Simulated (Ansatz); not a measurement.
Free-standing chains of the atoms of Ir, named by their start (strip: triangular double chain, ladder: square double chain); atoms and period are relaxed, and energies count from relaxed bulk Ir (Fm-3m, 14.50 Å³/atom, gap on the mesh 0.00 eV).

Computed with DFT PBE, scalar-relativistic, plane waves, PAW in Ansatz 0.2.0.

Cutoff 420 eV, Gaussian smearing of 0.05 eV, energies at zero smearing, symmetry of each start kept, collinear spin where a moment is listed.

```csv
start,atoms,k mesh,excess energy (eV per host atom),period (Å),highest filled level or Fermi level under vacuum (eV),size of the moment (μB per cell)
linear chain,1,1×1×26,3.817,2.276,5.67,0.54
dimerised chain,2,1×1×13,3.817,4.551,5.67,1.08
zigzag chain,2,1×1×15,3.187,4.011,-,0.54
ladder chain,4,1×1×13,2.712,4.818,-,2.27
strip chain,2,1×1×25,2.978,2.489,-,2.33
```

Zero in every row: gap on the mesh (eV).

Spin-orbit coupling is left out, which matters for the bands of heavy elements.

Each run keeps its start's symmetry and one magnetic start, so lower states can exist. Rows stand on unlike meshes and boxes, so starts that end alike can differ by a few hundredths of an eV per atom.

Cost: 5 runs of about 11 core-minutes in all, on Arm Neoverse V1 (shared hosts).